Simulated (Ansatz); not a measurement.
# MgO (Fm-3m) in Ansatz: notebook

Aim: see how the results for MgO move with the level of theory and the settings. Levels: RPBE, PBE, PBEsol, LDA. Tasks: band structure, elastic constants.

Program: Ansatz 0.2.0. These are calculated values, not measurements. Logs are shortened: lines on timing, memory, paths and dates and some standing lists are left out, and cuts for length are marked.

**Measured values to compare with.**

“Electronic structure of alkaline earth and post-transition metal oxides”, 2009, arxiv:0908.1581 quotes, for a bulk crystal of MgO: band gap 7.83 eV.

The results are compared with them further down.

**1. The crystal as given**

Symmetry: Fm-3m, No. 225, cubic system. Conventional cell: a = 4.194 Å, b = 4.194 Å, c = 4.194 Å, α = 90.00°, β = 90.00°, γ = 90.00°. Mg (site symmetry m-3m) has 6 O at 2.10 Å as nearest neighbours. O (site symmetry m-3m) has 6 Mg at 2.10 Å as nearest neighbours.

The cell is a database's computed one.

**2. Band structure, RPBE**

Contents of input.yaml:

```yaml
crystal:
  lattice:
    - [0.0, 2.0970013927, 2.0970013927]
    - [2.0970013927, 0.0, 2.0970013927]
    - [2.0970013927, 2.0970013927, 0.0]
  atoms:
    - { symbol: Mg, position: [0.0, 0.0, 0.0] }
    - { symbol: O, position: [0.5, 0.5, 0.5] }
kpoints:
  mp_grid: { grid: [11, 11, 11] }
  band_path:
    path:
      - [0.0, 0.0, 0.0]
      - [0.5, 0.0, 0.5]
      - [0.5, 0.25, 0.75]
      - [0.375, 0.375, 0.75]
      - [0.0, 0.0, 0.0]
      - [0.5, 0.5, 0.5]
      - [0.625, 0.25, 0.625]
      - [0.5, 0.25, 0.75]
    npoints: 10
scf:
  occupations: { method: fermi_dirac, width: 0.05 }
hamiltonian:
  xc: rpbe
  pseudopotentials: { kind: all_electron, lapw: { basis_error: 0.001 } }
output:
  forces: true
  stress: true
  eigenvalues: true
```

Potentials or basis: all-electron LAPW, scalar-relativistic.

Command:

```
> ansatz run input.yaml --threads 1 --pin off --max-ram 3072MiB --backend cpu --events-out ev --progress --plain --runs-dir out
```

Output:

```text
Warning: RAYON_NUM_THREADS=1 ignored (pool sized by the plan → 1); use --threads N
LAPW: plane waves up to 9.116 Å⁻¹, error target 1.0e-3 eV per atom; small_component_spin mean_spin; O in spheres of 1.030 Å, 8 of its electrons in bands, Dirac shells []; Mg in spheres of 1.067 Å, 10 of its electrons in bands, Dirac shells [] (how accurate: hamiltonian.pseudopotentials.lapw.basis_error, Limitations)
Engine: ansatz 0.2.0, aarch64-unknown-linux-gnu
Pseudopotentials: kind: all_electron
Pseudopotential: Mg, LAPW, valence charge 10, lapw/all_electron/scalar/gaussian/Mg, Koelling and Harmon's equation, gaussian nucleus
Pseudopotential: O, LAPW, valence charge 8, lapw/all_electron/scalar/gaussian/O, Koelling and Harmon's equation, gaussian nucleus
Functional definition: RPBE
  parameter kappa = 0.804
  parameter beta = 0.06672455060314922
  exchange = rpbe_x(kappa = kappa, mu = beta*pi^2/3)
  correlation = pbe_c(beta = beta)
Crystal: 2 atoms, lattice volume = 18.443 Å³
Basis set: ecut = 316.5855744799494 eV, 259 PW (Γ), exchange–correlation at level 2
Bands: 13, of which v1, the nominal top of the filled ones, is band 9 counted from 1 (8 counted from 0)
Symmetry: 48 space group operations
Space group: Fm-3m (ITA 225), of the structure as read, at distance tolerance 2.6e-5 Å
k-points: 56 of 1331
Non-local potential: Mg, projectors of the file, none
Non-local potential: O, projectors of the file, none
Initial density: superposition of atomic densities (chi_scale 0.1, normalization cell, long waves kept (reshape's long-wave potential 0.00 eV rms))
Initial wavefunctions: plane waves of lowest kinetic energy (no species holds an atomic orbital)
Functional: x = rpbe, c = pbe(β = 0.06672455060314922)
iter 1 solved again at ethr=1.28e-2 eV; its pass at ethr=1.00e-1 eV (dr2=2.30e0 eV) is discarded
SCF iter   1: F=—  HF=-7508.597251 eV  |F-HF|=—  |Δ(HF+E_count)|=         —  Δρ=1.08e-1  dr2=2.29e0  ethr=1.28e-2  ⟨swp⟩=2.0  Hψ=4770  notcnv=0
preconditioner: auto → none  [insulator: Δε(μ)=6.776 eV  Ē_g=20.533 eV  σ=0.050 eV  W_gap=1.00  n_scr=8 (ndim 8)  ℏωp=24.5 eV  f_vac=0.000  D(μ)=0.00/eV (n_scr^D=0)  ε∞_Penn≈2.4]
iter 2 solved again at ethr=1.50e-4 eV; its pass at ethr=1.27e-2 eV (dr2=2.70e-2 eV) is discarded
SCF iter   2: F=—  HF=-7507.318987 eV  |F-HF|=—  |Δ(HF+E_count)|=    1.28e0  Δρ=1.81e-2  dr2=2.70e-2  ethr=1.50e-4  ⟨swp⟩=2.2  Hψ=3864  notcnv=0
SCF iter   3: F=—  HF=-7507.062112 eV  |F-HF|=—  |Δ(HF+E_count)|=   2.57e-1  Δρ=1.61e-2  dr2=5.17e-2  ethr=1.50e-4  ⟨swp⟩=3.0  Hψ=2371  notcnv=0
SCF iter   4: F=—  HF=-7507.069589 eV  |F-HF|=—  |Δ(HF+E_count)|=         —  Δρ=6.77e-4  dr2=4.96e-5  ethr=1.50e-4  ⟨swp⟩=2.0  Hψ=2186  notcnv=0
the basis was enlarged: its passes take 400.6 KiB over the memory plan, 1 of 1 planned eigensolver slots
SCF iter   5: F=—  HF=-7507.069804 eV  |F-HF|=—  |Δ(HF+E_count)|=   2.15e-4  Δρ=2.39e-4  dr2=9.38e-6  ethr=2.75e-7  ⟨swp⟩=3.0  Hψ=2133  notcnv=0
SCF iter   6: F=—  HF=-7507.069817 eV  |F-HF|=—  |Δ(HF+E_count)|=   1.32e-5  Δρ=5.57e-5  dr2=5.61e-7  ethr=5.21e-8  ⟨swp⟩=2.9  Hψ=2045  notcnv=0
SCF iter   7: F=-7507.069817 eV  HF=-7507.069817 eV  |F-HF|=5.98e-10  |Δ(HF+E_count)|=   4.59e-8  Δρ=6.86e-6  dr2=7.75e-9  ethr=3.12e-9  ⟨swp⟩=2.8  Hψ=2021  notcnv=0
SCF 1 converged in 7 iterations: F = -7507.069817 eV  dr2 = 7.75e-9
NSCF: frozen V_eff on 71 k-points
SCF converged after 7 iterations
Free energy (F): -7507.069817 eV
Harris-Foulkes:  -7507.069817 eV  (|F-HF|=5.98e-10)
Internal energy: -7507.069817 eV  (E = F + TS)
E sigma→0 (E₀):  -7507.069817 eV
Fermi energy:    10.711912 eV
--- Per-component energies (eV) ---
  E_band       = -1283.753348
  E_kinetic    = 7514.842882
  E_xc         = -689.169294
  E_electrostatic = -14332.743404  (all electrons and nuclei)
  E_smearing   = -0.000000  (= −TS)
  E_closure    = 0.000000  (closes the sum)
  E_atoms      = -7495.907242  (free atoms, spherical and without spin; not in F)
  Σ components = -7507.069817   (vs F -7507.069817, Δ=0.00e0)
  Basis errors (estimates in eV, not in F): energy 3.7e-4 per atom: plane waves 3.2e-4 (1.7e-4 summed), levels above the bands 9.7e-133, relativity 2.9e-8, radial functions 4.8e-5, core shells 4.1e-12; eigenvalues (radial functions only) 1.7e-5; not estimated: angular momenta, meshes, grids; target (lapw.basis_error) 1.0e-3; muffin-tin radii O 1.030 Å, Mg 1.067 Å
--- Forces (eV/Å), atoms counted from 1 ---
  atom   1  Mg    -0.00000000     0.00000000     0.00000000
  atom   2  O      0.00000000    -0.00000000     0.00000000
  max |Σ_I F_I| component: 2.47e-30 eV/Å
--- Stress (GPa, compression-positive) ---
       11.894049       0.000000      -0.000000
        0.000000      11.894049      -0.000000
       -0.000000      -0.000000      11.894049
  P = ⅓ Tr σ = 11.8940 GPa (118.940 kbar)
--- Band table (eV; the first three rows and the last of 56) ---
  k-point 0: bands = ["-495.4180", "-64.3309", "-30.8740", "-30.8740", "-30.8740", "-9.2240", "8.1646", "8.1646", "8.1646", "13.1373", "24.1841", "24.1841", "24.1841"]
  k-point 1: bands = ["-495.4180", "-64.3302", "-30.8811", "-30.8747", "-30.8747", "-9.1332", "7.6214", "8.1078", "8.1078", "13.6630", "23.0779", "24.3894", "24.3894"]
  k-point 2: bands = ["-495.4180", "-64.3283", "-30.9002", "-30.8766", "-30.8766", "-8.8796", "6.4562", "7.9594", "7.9594", "14.7359", "21.6264", "24.8518", "24.8518"]
  k-point 55: bands = ["-495.4180", "-64.3191", "-30.9287", "-30.9254", "-30.9031", "-7.6273", "5.0688", "5.2797", "6.5369", "19.5982", "20.2901", "20.7159", "24.3238"]
```

It took 6.1 s on 1 thread of Arm Neoverse V2, shared host; peak memory 0.27 GiB.

What came out:

```yaml
Free_energy: -7507.0698 eV
Pressure: 11.9 GPa
Band_gap_on_the_k_mesh: 4.97 eV, direct
Band_gap_along_the_path: 4.97 eV, direct
```

Levels at the corners of the path, in eV from the valence-band top:
```
point  band 5  band 6  band 7  band 8  band 9  band 10  band 11  band 12  band 13
    Γ  -39.04  -17.39    0.00    0.00    0.00     4.97    16.02    16.02    16.02
    X  -39.07  -15.85   -4.08   -1.35   -1.35     9.26    10.33    13.36    19.39
    W  -39.07  -15.78   -2.95   -2.95   -1.77    11.85    11.85    12.55    15.87
    K  -39.06  -15.82   -3.49   -2.71   -1.15    10.28    12.13    12.77    18.52
    Γ  -39.04  -17.39    0.00    0.00    0.00     4.97    16.02    16.02    16.02
    L  -39.05  -16.06   -4.62   -0.66   -0.66     8.10    12.90    16.63    16.63
    U  -39.06  -15.82   -3.49   -2.71   -1.15    10.28    12.13    12.77    18.52
    W  -39.07  -15.78   -2.95   -2.95   -1.77    11.85    11.85    12.55    15.87
```

**3. Band structure, PBE**

Edit input.yaml of step 2 so:

```diff
@@ -20,3 +20,3 @@
       - [0.5, 0.25, 0.75]
-    npoints: 10
+    npoints: 12
 scf:
@@ -24,3 +24,3 @@
 hamiltonian:
-  xc: rpbe
+  xc: pbe
   pseudopotentials: { kind: all_electron, lapw: { basis_error: 0.001 } }
```

Potentials or basis: all-electron LAPW, scalar-relativistic.

Command:

```
> ansatz run input.yaml --threads 1 --pin off --max-ram 3072MiB --backend cpu --events-out ev --progress --plain --runs-dir out
```

Output:

```text
Warning: RAYON_NUM_THREADS=1 ignored (pool sized by the plan → 1); use --threads N
LAPW: plane waves up to 9.113 Å⁻¹, error target 1.0e-3 eV per atom; small_component_spin mean_spin; O in spheres of 1.030 Å, 8 of its electrons in bands, Dirac shells []; Mg in spheres of 1.067 Å, 10 of its electrons in bands, Dirac shells [] (how accurate: hamiltonian.pseudopotentials.lapw.basis_error, Limitations)
[... 4 set-up lines as earlier in the session ...]
Functional definition: PBE
[... 2 set-up lines as earlier in the session ...]
  exchange = pbe_x(kappa = kappa, mu = beta*pi^2/3)
[... 1 set-up line as earlier in the session ...]
Crystal: 2 atoms, lattice volume = 18.443 Å³
Basis set: ecut = 316.3759053379216 eV, 259 PW (Γ), exchange–correlation at level 2
Bands: 13, of which v1, the nominal top of the filled ones, is band 9 counted from 1 (8 counted from 0)
[... 2 set-up lines as earlier in the session ...]
k-points: 56 of 1331
[... 4 set-up lines as earlier in the session ...]
[... 10 lines left out ...]
SCF iter   6: F=—  HF=-7502.647142 eV  |F-HF|=—  |Δ(HF+E_count)|=   5.26e-6  Δρ=4.27e-5  dr2=3.09e-7  ethr=2.27e-8  ⟨swp⟩=2.9  Hψ=2036  notcnv=0
SCF iter   7: F=-7502.647142 eV  HF=-7502.647142 eV  |F-HF|=9.19e-11  |Δ(HF+E_count)|=   1.47e-7  Δρ=5.11e-6  dr2=4.30e-9  ethr=1.72e-9  ⟨swp⟩=2.1  Hψ=1968  notcnv=0
SCF 1 converged in 7 iterations: F = -7502.647142 eV  dr2 = 4.30e-9
NSCF: frozen V_eff on 85 k-points
SCF converged after 7 iterations
Free energy (F): -7502.647142 eV
Harris-Foulkes:  -7502.647142 eV  (|F-HF|=9.19e-11)
Internal energy: -7502.647142 eV  (E = F + TS)
E sigma→0 (E₀):  -7502.647142 eV
Fermi energy:    10.501002 eV
--- Per-component energies (eV) ---
  E_band       = -1284.843690
  E_kinetic    = 7508.698084
  E_xc         = -684.276580
  E_electrostatic = -14327.068645  (all electrons and nuclei)
  E_smearing   = -0.000000  (= −TS)
  E_closure    = 0.000000  (closes the sum)
  E_atoms      = -7490.792933  (free atoms, spherical and without spin; not in F)
  Σ components = -7502.647142   (vs F -7502.647142, Δ=0.00e0)
  Basis errors (estimates in eV, not in F): energy 3.6e-4 per atom: plane waves 3.1e-4 (1.7e-4 summed), levels above the bands 1.5e-131, relativity 1.7e-8, radial functions 4.9e-5, core shells 4.1e-12; eigenvalues (radial functions only) 1.7e-5; not estimated: angular momenta, meshes, grids; target (lapw.basis_error) 1.0e-3; muffin-tin radii O 1.030 Å, Mg 1.067 Å
--- Forces (eV/Å), atoms counted from 1 ---
  atom   1  Mg    -0.00000000     0.00000000    -0.00000000
  atom   2  O      0.00000000    -0.00000000     0.00000000
  max |Σ_I F_I| component: 2.59e-30 eV/Å
--- Stress (GPa, compression-positive) ---
        6.972357      -0.000000      -0.000000
       -0.000000       6.972357       0.000000
       -0.000000       0.000000       6.972357
  P = ⅓ Tr σ = 6.9724 GPa (69.724 kbar)
--- Band table (eV; the first three rows and the last of 56) ---
  k-point 0: bands = ["-495.1284", "-64.2588", "-30.9820", "-30.9820", "-30.9820", "-9.3061", "8.0083", "8.0083", "8.0083", "12.8723", "23.8934", "23.8934", "23.8934"]
  k-point 1: bands = ["-495.1284", "-64.2581", "-30.9893", "-30.9827", "-30.9827", "-9.2138", "7.4573", "7.9510", "7.9510", "13.4023", "22.7966", "24.0977", "24.0977"]
  k-point 2: bands = ["-495.1284", "-64.2561", "-31.0088", "-30.9847", "-30.9847", "-8.9562", "6.2809", "7.8016", "7.8016", "14.4766", "21.3496", "24.5550", "24.5550"]
  k-point 55: bands = ["-495.1284", "-64.2466", "-31.0379", "-31.0345", "-31.0118", "-7.6802", "4.8881", "5.0983", "6.3627", "19.3321", "20.0223", "20.3555", "23.9997"]
```

bands.tsv:

```text
# k_distance	band_0	band_1	band_2	band_3	band_4	band_5	band_6	band_7	band_8	band_9	band_10	band_11	band_12
# fermi_ev = 10.501002
# lock_threshold_ev = 1e-6
# [0, 0, 0] at k_distance = 0.000000
# [0.5, 0, 0.5] at k_distance = 1.498136
[... 12 lines left out ...]
0.374534	-505.629362	-74.758036	-41.495540	-41.487370	-41.487370	-19.581449	-3.530137	-2.726946	-2.726946	3.579752	11.186386	13.927801	13.927801
0.499379	-505.629362	-74.756759	-41.504160	-41.490481	-41.490481	-19.420701	-4.087559	-2.883587	-2.883587	4.274985	10.276955	14.290596	14.290596
0.624223	-505.629362	-74.755275	-41.513904	-41.494117	-41.494117	-19.232358	-4.636437	-3.057657	-3.057657	5.002029	9.448063	14.213046	14.698638
[... 77 lines left out ...]
7.066260	-505.629362	-74.747547	-41.537909	-41.535041	-41.515262	-18.170793	-5.549810	-5.387370	-4.272864	9.110029	9.375433	9.837618	13.241625
7.110399	-505.629362	-74.747540	-41.536421	-41.536421	-41.515412	-18.169911	-5.467113	-5.467113	-4.282139	9.248763	9.248763	9.849869	13.210716
```

Wall time 6.3 s (1 thread of Arm Neoverse V2, shared host); peak memory 0.27 GiB.

What came out:

```
Free energy             : -7502.6471 eV
Pressure                : 7.0 GPa
Band gap on the k mesh  : 4.86 eV, direct
Band gap along the path : 4.86 eV, direct
```

Levels at the corners of the path, in eV from the valence-band top:
| point | band 6 | band 7 | band 8 | band 9 | band 10 | band 11 | band 12 | band 13 |
| --- | --- | --- | --- | --- | --- | --- | --- | --- |
| Γ | -17.31 | 0.00 | 0.00 | 0.00 | 4.86 | 15.89 | 15.89 | 15.89 |
| X | -15.74 | -4.10 | -1.36 | -1.36 | 9.15 | 10.13 | 13.24 | 19.19 |
| W | -15.68 | -2.97 | -2.97 | -1.79 | 11.74 | 11.74 | 12.34 | 15.70 |
| K | -15.71 | -3.51 | -2.73 | -1.15 | 10.17 | 11.94 | 12.65 | 18.32 |
| Γ | -17.31 | 0.00 | 0.00 | 0.00 | 4.86 | 15.89 | 15.89 | 15.89 |
| L | -15.97 | -4.66 | -0.67 | -0.67 | 7.99 | 12.76 | 16.46 | 16.46 |
| U | -15.71 | -3.51 | -2.73 | -1.15 | 10.17 | 11.94 | 12.65 | 18.32 |
| W | -15.68 | -2.97 | -2.97 | -1.79 | 11.74 | 11.74 | 12.34 | 15.70 |

**4. Elastic constants, PBEsol**

Contents of input.yaml:

```yaml
crystal:
  lattice:
    - [0.0, 2.0970013927, 2.0970013927]
    - [2.0970013927, 0.0, 2.0970013927]
    - [2.0970013927, 2.0970013927, 0.0]
  atoms:
    - { symbol: Mg, position: [0.0, 0.0, 0.0] }
    - { symbol: O, position: [0.5, 0.5, 0.5] }
kpoints:
  mp_grid: { grid: [8, 8, 8] }
scf:
  occupations: { method: fermi_dirac, width: 0.05 }
hamiltonian:
  xc: pbesol
  pseudopotentials: { kind: all_electron, lapw: { basis_error: 0.001 } }
output:
  forces: true
  stress: true
elastic:
  mode: relaxed_ion
  stencil: two_point
```

Command:

```
> ansatz run input.yaml --threads 1 --pin off --max-ram 3072MiB --backend cpu --events-out ev --progress --plain --runs-dir out
```

It took 22 s on 1 thread of Arm Neoverse V2, shared host; peak memory 0.33 GiB.

The run converged. Its results:

| Item | Value |
| --- | --- |
| Free energy | -7484.4129 eV |
| Pressure | 2.4 GPa |
| Band gap on the k mesh | 4.76 eV, direct |
| Elastic constants C11, C12, C44 | 314, 94, 147 GPa |
| Voigt bulk modulus | 167 GPa |

Levels at points of the mesh, in eV from the valence-band top:
```
             k point  band 5  band 6  band 7  band 8  band 9  band 10  band 11  band 12  band 13
  (0.00, 0.00, 0.00)  -38.77  -17.26    0.00    0.00    0.00     4.76    15.71    15.71    15.71
 (0.00, 0.00, -0.50)  -38.77  -15.88   -4.73   -0.68   -0.68     7.83    12.65    16.31    16.31
(0.00, -0.50, -0.50)  -38.80  -15.65   -4.17   -1.38   -1.38     8.95    10.02    13.10    19.04
```

Elastic tensor in Voigt notation (GPa, in the Cartesian axes of the cell as first typed):
```
314  94  94   0   0   0
 94 314  94   0   0   0
 94  94 314   0   0   0
  0   0   0 147   0   0
  0   0   0   0 147   0
  0   0   0   0   0 147
```

**5. Elastic constants, LDA**

Edit input.yaml of step 4 so:

```diff
@@ -13,3 +13,3 @@
 hamiltonian:
-  xc: pbesol
+  xc: lda
   pseudopotentials: { kind: all_electron, lapw: { basis_error: 0.001 } }
```

Command:

```
> ansatz run input.yaml --threads 1 --pin off --max-ram 3072MiB --backend cpu --events-out ev --progress --plain --runs-dir out
```

Run time: 22 s. Hardware: 1 thread of Arm Neoverse V2, shared host; peak memory 0.33 GiB.

It converged, with:

| Item | Value |
| --- | --- |
| Free energy | -7468.6918 eV |
| Pressure | -3.9 GPa |
| Band gap on the k mesh | 4.78 eV, direct |
| Elastic constants C11, C12, C44 | 290, 89, 149 GPa |
| Voigt bulk modulus | 156 GPa |

Levels at points of the mesh, in eV from the valence-band top:
```tsv
k point	band 5	band 6	band 7	band 8	band 9	band 10	band 11	band 12	band 13
(0.00, 0.00, 0.00)	-38.82	-17.07	0.00	0.00	0.00	4.78	15.62	15.62	15.62
(0.00, 0.00, -0.50)	-38.83	-15.65	-4.75	-0.68	-0.68	7.83	12.55	16.15	16.15
(0.00, -0.50, -0.50)	-38.85	-15.42	-4.17	-1.38	-1.38	8.93	9.85	13.03	18.84
```

Elastic tensor in Voigt notation (GPa, in the Cartesian axes of the cell as first typed):
```
290  89  89   0   0   0
 89 290  89   0   0   0
 89  89 290   0   0   0
  0   0   0 149   0   0
  0   0   0   0 149   0
  0   0   0   0   0 149
```

Caveat: the cell is more than 3 GPa from zero pressure, which shifts response properties.

**6. Overview**

```csv
task,level,k mesh,cutoff (eV),gap on the mesh (eV),pressure (GPa)
band structure,RPBE,11 × 11 × 11,317,4.97,11.9
band structure,PBE,11 × 11 × 11,316,4.86,7.0
elastic constants,PBEsol,8 × 8 × 8,338,4.76,2.4
elastic constants,LDA,8 × 8 × 8,338,4.78,-3.9
```

Alike in all rows: potentials or basis all-electron LAPW, scalar-relativistic; no spin polarisation; cell as given; smearing fermi-dirac 0.05 eV; basis error allowed 0.001 eV/atom.

On the cell as given the gap runs from 4.76 eV (PBEsol) to 4.97 eV (RPBE); the meshes differ, which moves gaps too. The pressure there spans -3.9 GPa (LDA) to 11.9 GPa (RPBE); a positive pressure means that this level wants a larger cell, a negative one a smaller.

Caveats: the cell is more than 3 GPa from zero pressure, which shifts response properties (some runs).

Compare energies only between runs with the same functional and basis.

**7. Comparison with measurements**

Step 2. Against the measured gap of MgO, 7.83 eV (quoted in “Electronic structure of alkaline earth and post-transition metal oxides”, 2009, arxiv:0908.1581), the calculated 4.97 eV is off by -2.86 eV. The value is that of RPBE, without temperature or zero-point motion. Semilocal functionals fall short of measured gaps as a rule. The cell is a database's relaxed one, not the measured one, which moves gaps too.

Step 3. Measured gap of MgO: 7.83 eV (quoted in “Electronic structure of alkaline earth and post-transition metal oxides”, 2009, arxiv:0908.1581). This calculation gives 4.86 eV (-2.97 eV). The value is that of PBE, without temperature or zero-point motion. Semilocal functionals fall short of measured gaps as a rule. The cell is a database's relaxed one, not the measured one, which moves gaps too.

Step 4. Against the measured gap of MgO, 7.83 eV (quoted in “Electronic structure of alkaline earth and post-transition metal oxides”, 2009, arxiv:0908.1581), the calculated 4.76 eV is off by -3.07 eV. The value is that of PBEsol, without temperature or zero-point motion. Semilocal functionals fall short of measured gaps as a rule. The cell is a database's relaxed one, not the measured one, which moves gaps too.

Step 5. A measured gap of MgO is 7.83 eV (quoted in “Electronic structure of alkaline earth and post-transition metal oxides”, 2009, arxiv:0908.1581); the calculated 4.78 eV misses it by -3.05 eV. The value is that of LDA, without temperature or zero-point motion. Semilocal functionals fall short of measured gaps as a rule. The cell is a database's relaxed one, not the measured one, which moves gaps too.
